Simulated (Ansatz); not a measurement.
## Compressing CoO

Method: DFT PBE+U, scalar-relativistic, plane waves, PAW in Ansatz 0.2.0. (420 eV cutoff, 12×12×6 k-mesh, Gaussian smearing of 0.02 eV, collinear spin, U_eff Co 3.32 eV on d shells)

Starting point, cell and atoms relaxed:

```yaml
crystal:
  lattice:
    - [3.28542, 0.00000, 0.00000]
    - [-1.64271, 2.84525, 0.00000]
    - [0.00000, 0.00000, 5.29520]
  atoms:
    - { symbol: Co, position: [0.00000, 0.00000, 0.00058] }
    - { symbol: Co, position: [0.33333, 0.66667, 0.50058] }
    - { symbol: O, position: [0.00000, 0.00000, 0.37443] }
    - { symbol: O, position: [0.33333, 0.66667, 0.87443] }
```

Cell and atoms are relaxed at each pressure within the symmetry of the start, at zero temperature, so transitions that lower the symmetry aren't seen. The k-mesh given is that at zero pressure and may differ at others. a, b and c are the lengths of the cell vectors above. The axial ratios are soft, so the single lengths don't run smoothly. Gaps are Kohn–Sham gaps over the whole zone.

With moments and this functional the run may sit in a state above the lowest one.

Pressures computed: -1, 1, 4, 12, 25, 50, 90 GPa.

(1) At which pressure does the cell have a = 3.191, b = 3.191 and c = 5.184 Å?

Answers

(1) About 12 GPa, where V/V0 = 0.924 and the gap is 1.13 eV.

This wurtzite form isn't the usual stable structure of the compound.